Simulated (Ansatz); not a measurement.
# Ni (P6_3/mmc) in Ansatz: band structure with revPBE

Aim: the band structure of Ni with revPBE.

Program: Ansatz 0.2.0. These are calculated values, not measurements. Logs are shortened: lines on timing, memory, paths and dates and some standing lists are left out, and cuts for length are marked.

### 1 The structure

Symmetry: P6_3/mmc, No. 194, hexagonal system. Conventional cell: a = 2.448 Å, b = 2.448 Å, c = 4.073 Å, α = 90.00°, β = 90.00°, γ = 120.00°. Ni (site symmetry -6m2) has 12 Ni at 2.45 to 2.48 Å as nearest neighbours.

This isn't the form of Ni at room conditions, which is fcc.

### 2 Band structure, revPBE, collinear spin, ferromagnetic start

The input, input.yaml:

```yaml
crystal:
  lattice:
    - [2.4480228978, 0.0, 0.0]
    - [-1.2240114489, 2.1200500186, 0.0]
    - [0.0, 0.0, 4.07280757]
  atoms:
    - { symbol: Ni, position: [0.6666666667, 0.3333333333, 0.75], spin: 1.0 }
    - { symbol: Ni, position: [0.3333333333, 0.6666666667, 0.25], spin: 1.0 }
hamiltonian:
  xc: revpbe
  pseudopotentials: { kind: paw }
magnetization:
  spin_polarized: true
kpoints:
  mp_grid: { grid: [12, 12, 7] }
  band_path:
    path:
      - [[0.0, 0.0, 0.0], [0.5, 0.0, 0.0], [0.3333333333, 0.3333333333, 0.0], [0.0, 0.0, 0.0], [0.0, 0.0, 0.5], [0.5, 0.0, 0.5], [0.3333333333, 0.3333333333, 0.5], [0.0, 0.0, 0.5]]
      - [[0.5, 0.0, 0.5], [0.5, 0.0, 0.0]]
      - [[0.3333333333, 0.3333333333, 0.0], [0.3333333333, 0.3333333333, 0.5]]
    npoints: 14
scf:
  occupations: { method: fermi_dirac, width: 0.05 }
  n_extra_bands: 6
output:
  forces: true
  stress: true
  eigenvalues: true
  fatbands: false
```

Potentials or basis: Ansatz PAW.

Run with:

```sh
$ ansatz run input.yaml --threads 2 --pin off --max-ram 5632MiB --backend cpu --events-out ev --progress --plain --runs-dir out
```

The log of the run:

```text
Warning: RAYON_NUM_THREADS=2 ignored (pool sized by the plan → 2); use --threads N
scf.n_extra_bands = 6 over 18 filled bands (N_el = 36.0): the run solves 24 bands
Engine: ansatz 0.2.0, aarch64-unknown-linux-gnu
Pseudopotentials: kind: paw
Pseudopotential: Ni, paw, valence charge 18, recommended cutoff 420 eV (normal), Ni.paw.azcp
Functional definition: revPBE
  parameter kappa = 1.245
  parameter beta = 0.06672455060314922
  exchange = pbe_x(kappa = kappa, mu = beta*pi^2/3)
  correlation = pbe_c(beta = beta)
Crystal: 2 atoms, lattice volume = 21.138 Å³
Basis set: ecut = 420 eV, 391 PW (Γ), exchange–correlation on 36×36×60 points (8 copies of the dense FFT grid, shifted against one another)
Bands: 24, of which v1, the nominal top of the filled ones, is band 18 counted from 1 (17 counted from 0)
Symmetry: 24 space group operations
Space group: P63/mmc (ITA 194), of the structure as read, at distance tolerance 2.8e-5 Å
Magnetic group: BNS 194.263 (UNI 1493), of the structure as read, at distance tolerance 2.8e-5 Å
k-points: 76 of 1008
Non-local potential: Ni, projectors of the file, l = 0: 3, l = 1: 2, l = 2: 3, l = 3: 1
PAW form: soft (Blöchl's): semilocal exchange-correlation on the pseudo side does not see the compensation charge
PAW frozen core: Ni, regenerated for the run's functional, and the local potential with it (the file was generated under x = pbe(κ = 0.804, μ = 0.2195149727645171), c = pbe(β = 0.06672455060314922))
PAW one-centre angular grid: Ni, 590 points (default); XC on 64 Gauss nodes
Initial density: superposition of atomic densities (chi_scale 0.1, normalization cell)
Starting moments: Σ|m| = 2 μB on 2 of 2 sites
Initial wavefunctions: pseudopotential atomic-orbital guess
Functional: x = revpbe(κ = 1.245, μ = 0.2195149727645171), c = pbe(β = 0.06672455060314922)
SCF iter   1: F=—  HF=-11684.911360 eV  |F-HF|=—  |Δ(HF+E_count)|=         —  Δρ=5.09e-2 (↑4.29e-2 ↓5.09e-2)  dr2=1.15e0  dr2_m=1.38e-2  M=1.695 μB ∫|m|=1.804 μB  β_m=0.30  ethr=3.10e-3  ⟨swp⟩=5.4  Hψ=13769  notcnv=0
Mixer restart at iter 1: flushing history
preconditioner: auto → none  [metal: Δε(μ)=0.011 eV  Ē_g=11.093 eV  σ=0.050 eV  W_gap=0.05  n_scr=8 (ndim 8)  ℏωp=36.1 eV  f_vac=0.000  D(μ)=3.49/eV (n_scr^D=54)  sad-step TF]
SCF iter   2: F=—  HF=-11684.785266 eV  |F-HF|=—  |Δ(HF+E_count)|=   1.26e-1  Δρ=1.33e-2 (↑1.31e-2 ↓1.33e-2)  dr2=2.87e-2  dr2_m=8.44e-3  M=1.635 μB ∫|m|=1.757 μB  β_m=0.29  ethr=3.10e-3  ⟨swp⟩=2.6  Hψ=6389  notcnv=0  defer=108
SCF iter   3: F=—  HF=-11685.315588 eV  |F-HF|=—  |Δ(HF+E_count)|=   5.30e-1  Δρ=1.68e-2 (↑1.23e-2 ↓1.68e-2)  dr2=5.18e-2  dr2_m=8.16e-3  M=1.593 μB ∫|m|=1.727 μB  β_m=0.29  ethr=7.97e-5  ⟨swp⟩=2.0  Hψ=5839  notcnv=0  defer=108
SCF iter   4: F=—  HF=-11686.034176 eV  |F-HF|=—  |Δ(HF+E_count)|=   7.19e-1  Δρ=1.77e-2 (↑5.68e-3 ↓1.77e-2)  dr2=4.56e-2  dr2_m=1.51e-2  M=1.499 μB ∫|m|=1.653 μB  β_m=0.24  ethr=7.97e-5  ⟨swp⟩=2.6  Hψ=7346  notcnv=0  defer=108
SCF iter   5: F=—  HF=-11686.127539 eV  |F-HF|=—  |Δ(HF+E_count)|=   9.34e-2  Δρ=6.59e-3 (↑3.85e-3 ↓6.59e-3)  dr2=3.98e-3  dr2_m=3.17e-3  M=1.492 μB ∫|m|=1.644 μB  β_m=0.49  ethr=7.97e-5  ⟨swp⟩=2.1  Hψ=5537  notcnv=0  defer=112
SCF iter   6: F=—  HF=-11686.494409 eV  |F-HF|=—  |Δ(HF+E_count)|=   3.67e-1  Δρ=4.94e-3 (↑1.49e-3 ↓4.94e-3)  dr2=2.40e-3  dr2_m=1.71e-3  M=1.345 μB ∫|m|=1.521 μB  β_m=0.75  ethr=1.11e-5  ⟨swp⟩=2.2  Hψ=7502  notcnv=0  defer=113
SCF iter   7: F=—  HF=-11686.506461 eV  |F-HF|=—  |Δ(HF+E_count)|=   1.21e-2  Δρ=4.06e-3 (↑1.22e-3 ↓4.06e-3)  dr2=1.42e-3  dr2_m=1.23e-3  M=1.325 μB ∫|m|=1.506 μB  β_m=0.87  ethr=6.67e-6  ⟨swp⟩=2.2  Hψ=5667  notcnv=0  defer=113
SCF iter   8: F=—  HF=-11686.509522 eV  |F-HF|=—  |Δ(HF+E_count)|=   3.06e-3  Δρ=8.63e-4 (↑8.63e-4 ↓8.48e-4)  dr2=6.85e-7  dr2_m=1.41e-4  M=1.312 μB ∫|m|=1.496 μB  β_m=0.94  ethr=3.96e-6  ⟨swp⟩=2.1  Hψ=5592  notcnv=0  defer=123
SCF iter   9: F=—  HF=-11686.509521 eV  |F-HF|=—  |Δ(HF+E_count)|=   1.05e-6  Δρ=4.27e-4 (↑4.27e-4 ↓2.56e-4)  dr2=3.76e-6  dr2_m=2.24e-5  M=1.311 μB ∫|m|=1.494 μB  β_m=0.97  ethr=1.90e-9  ⟨swp⟩=2.4  Hψ=6961  notcnv=0  defer=123
SCF iter  10: F=—  HF=-11686.509519 eV  |F-HF|=—  |Δ(HF+E_count)|=   2.06e-6  Δρ=6.93e-5 (↑1.33e-5 ↓6.93e-5)  dr2=6.78e-7  dr2_m=2.03e-7  M=1.310 μB ∫|m|=1.493 μB  β_m=0.98  ethr=1.90e-9  ⟨swp⟩=2.0  Hψ=6185  notcnv=0  defer=123
SCF iter  11: F=—  HF=-11686.509519 eV  |F-HF|=—  |Δ(HF+E_count)|=   5.61e-8  Δρ=7.56e-6 (↑1.96e-6 ↓7.56e-6)  dr2=2.05e-9  dr2_m=3.17e-9  M=1.310 μB ∫|m|=1.493 μB  β_m=0.99  ethr=1.88e-9  ⟨swp⟩=2.0  Hψ=5007  notcnv=0  defer=123
SCF iter  12: F=-11686.509519 eV  HF=-11686.509519 eV  |F-HF|=5.45e-9  |Δ(HF+E_count)|=   2.45e-9  Δρ=7.20e-6 (↑1.91e-6 ↓7.20e-6)  dr2=8.92e-9  dr2_m=1.74e-9  M=1.310 μB ∫|m|=1.493 μB  ethr=5.70e-12  ⟨swp⟩=4.6  Hψ=12489  notcnv=0
SCF 1 converged in 12 iterations: F = -11686.509519 eV  dr2 = 8.92e-9
the search or the solves at the SCF's close seem to have found levels that the self-consistency loop had missed (the run counts 1). By its estimate they hold under 1e-12 electrons; where the run keeps them, the occupations were computed again with them
NSCF: frozen V_eff on 129 k-points
SCF converged after 12 iterations
Magnetization: 1.3104 μB (18.6552 up, 17.3448 down)
Absolute magnetization: 1.4947 μB (∫|ρ↑−ρ↓|, with the PAW one-centre terms)
Spin contamination: 0.0147 ħ² per cell (⟨S²⟩ above its minimum at these occupations)
Per-site moments (μB) at R_I (Å): [(0.6951305436853936, 1.0098094453565998), (0.6951305436853938, 1.0098094453565998)]
Free energy (F): -11686.509519 eV
Harris-Foulkes:  -11686.509519 eV  (|F-HF|=5.45e-9)
Internal energy: -11686.475417 eV  (E = F + TS)
E sigma→0 (E₀):  -11686.492468 eV
Entropy (-TS):   -0.034103 eV (-17.051 meV/atom)
Fermi energy:    18.985717 eV
--- Per-component energies (eV) ---
  E_band       = -543.737501
  E_kinetic    = 565.058782
  E_local      = -6780.044849  (includes V_loc(G=0)·N_el)
  E_nonlocal   = 1270.562604
  E_hartree    = 2834.408245
  E_xc         = -170.183050
  E_vxc        = -219.327316  (∫ρ·V_xc dr)
  E_paw        = -3266.341487  (= ΣΔE_a)
  E_vpaw       = -1048.794493  (= ΣTr[D̂ρ^β])
  E_aug_tail   = 0.001062  (compensation charges beyond the density's cutoff)
  E_ewald      = -6139.873759
  E_core_change = -0.062964  (= ΣΔE_core)
  E_smearing   = -0.034103  (= −TS)
  E_closure    = -0.000000  (closes the sum)
  Σ components = -11686.509519   (vs F -11686.509519, Δ=0.00e0)
--- Forces (eV/Å), atoms counted from 1 ---
  atom   1  Ni     0.00000000    -0.00000000     0.00000000
  atom   2  Ni     0.00000000     0.00000000     0.00000000
  max |Σ_I F_I| component: 2.31e-18 eV/Å
--- Stress (GPa, compression-positive) ---
       12.855800       0.000000       0.000000
       -0.000000      12.855800       0.000000
        0.000000       0.000000       8.768842
  P = ⅓ Tr σ = 11.4935 GPa (114.935 kbar)
--- Band table (eV; the first three rows and the last of 152) ---
  k-point 0 ↑: bands = ["-84.8781", "-84.8431", "-45.2703", "-45.1124", "-45.1124", "-45.0812", "-45.0812", "-45.0406", "9.6363", "13.8724", "16.3448", "16.5070", "16.5070", "16.7729", "16.7729", "17.2932", "17.2932", "18.2313", "18.2313", "18.3161", "24.5067", "41.7974", "44.0739", "44.1925"]
  k-point 1 ↑: bands = ["-84.8764", "-84.8449", "-45.2590", "-45.1108", "-45.1108", "-45.0828", "-45.0828", "-45.0521", "9.8348", "13.7722", "16.2996", "16.4775", "16.4775", "16.7319", "16.7319", "17.3839", "17.3839", "17.6246", "18.2149", "18.2149", "25.6637", "41.5702", "42.2818", "44.3767"]
  k-point 2 ↑: bands = ["-84.8715", "-84.8497", "-45.2274", "-45.1065", "-45.1065", "-45.0871", "-45.0871", "-45.0842", "10.4150", "13.3306", "16.1848", "16.4399", "16.4399", "16.5818", "16.6321", "16.6321", "17.5927", "17.5927", "18.1523", "18.1523", "28.2296", "38.4570", "42.0114", "43.6005"]
  k-point 75 ↓: bands = ["-83.9558", "-83.9558", "-44.4093", "-44.4093", "-44.3814", "-44.3665", "-44.2557", "-44.2557", "15.8194", "15.8715", "15.8715", "15.9054", "16.6284", "16.6284", "17.7922", "18.0074", "19.0596", "19.0596", "24.7751", "24.7751", "25.7725", "27.0459", "28.6032", "28.6032"]
```

It took 5.6 s on 2 threads of Arm Neoverse V1, shared host; peak memory 0.35 GiB.

What came out:

* Free energy: -11686.5095 eV
* Pressure: 11.5 GPa
* Band gap on the k mesh: none (metal or under the smearing width)
* Net moment: 1.31 μB per cell
* Absolute moment: 1.49 μB per cell
* Site moments: Ni +0.70 μB

Levels at the corners of the path, in eV from the Fermi level:
Spin up:
```tsv
point	band 14	band 15	band 16	band 17	band 18	band 19	band 20	band 21	band 22	band 23
Γ	-2.21	-2.21	-1.69	-1.69	-0.75	-0.75	-0.67	5.52	22.81	25.09
M	-2.46	-2.20	-0.64	-0.59	-0.52	1.15	3.11	9.34	9.90	12.41
K	-2.71	-1.94	-0.97	-0.97	-0.84	4.43	5.19	5.19	12.09	12.82
Γ	-2.21	-2.21	-1.69	-1.69	-0.75	-0.75	-0.67	5.52	22.81	25.09
A	-2.50	-2.50	-2.50	-1.05	-1.05	-1.05	-1.05	14.11	14.11	23.54
L	-1.62	-1.07	-1.07	-0.57	-0.57	1.38	1.38	6.95	6.95	18.65
H	-2.91	-1.83	-1.83	-0.75	-0.75	5.59	5.59	7.15	7.15	9.28
A	-2.50	-2.50	-2.50	-1.05	-1.05	-1.05	-1.05	14.11	14.11	23.54
L	-1.62	-1.07	-1.07	-0.57	-0.57	1.38	1.38	6.95	6.95	18.65
M	-2.46	-2.20	-0.64	-0.59	-0.52	1.15	3.11	9.34	9.90	12.41
K	-2.71	-1.94	-0.97	-0.97	-0.84	4.43	5.19	5.19	12.09	12.82
H	-2.91	-1.83	-1.83	-0.75	-0.75	5.59	5.59	7.15	7.15	9.28
```
Spin down:
```
point  band 15  band 16  band 17  band 18  band 19  band 20
    Γ    -1.46    -0.99    -0.99    -0.75    -0.01    -0.01
    M    -1.47     0.16     0.20     0.32     1.67     3.51
    K    -1.23    -0.12    -0.12    -0.10     4.73     5.48
    Γ    -1.46    -0.99    -0.99    -0.75    -0.01    -0.01
    A    -1.79    -1.79    -0.31    -0.31    -0.31    -0.31
    L    -0.43    -0.43     0.27     0.27     1.55     1.55
    H    -1.11    -1.11     0.08     0.08     5.81     5.81
    A    -1.79    -1.79    -0.31    -0.31    -0.31    -0.31
    L    -0.43    -0.43     0.27     0.27     1.55     1.55
    M    -1.47     0.16     0.20     0.32     1.67     3.51
    K    -1.23    -0.12    -0.12    -0.10     4.73     5.48
    H    -1.11    -1.11     0.08     0.08     5.81     5.81
```

Caveat: the PAW data sets come from PBE, with cores solved anew for the run's functional, which leaves a small shift of forces and pressure.
